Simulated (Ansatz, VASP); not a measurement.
## CdS in VASP and in Ansatz

```xyz
4
Lattice="4.1348 0.0000 0.0000 -2.0674 3.5808 0.0000 0.0000 0.0000 6.8165" Properties=species:S:1:pos:R:3 pbc="T T T"
Cd    0.0000    2.3872    0.0000
Cd    2.0674    1.1936    3.4082
S     0.0000    2.3872    2.6243
S     2.0674    1.1936    6.0326
```

Change from the starting cell: zz strain of +1 %.

Alike in both runs: task single point; functional LDA; k mesh 8 × 8 × 4; occupations fermi-dirac, width 0.02 eV; no spin polarisation.

|  | VASP | Ansatz |
| --- | --- | --- |
| version | VASP 6.6.1 | Ansatz 0.2.0 |
| potentials or method | VASP PAW LDA potentials, release 64 (Cd, S), cutoff 520 eV | all-electron LAPW, scalar-relativistic |

Ansatz gave:

- gap on the k mesh at the Fermi level (eV): 0.91
- pressure (GPa): -3.2
- largest component of the traceless stress (GPa): 1.66
- rms of the force components (eV/Å): 0.156

Question: Estimate VASP's values.

Answer: gap on the k mesh at the Fermi level (eV): 0.94; pressure (GPa): -2.7; largest component of the traceless stress (GPa): 1.75; rms of the force components (eV/Å): 0.163.

Atom by atom the forces differ by 0.008 eV/Å (rms over components). Ansatz ran all-electron here, so the differences hold the error of VASP's frozen core and of both bases.
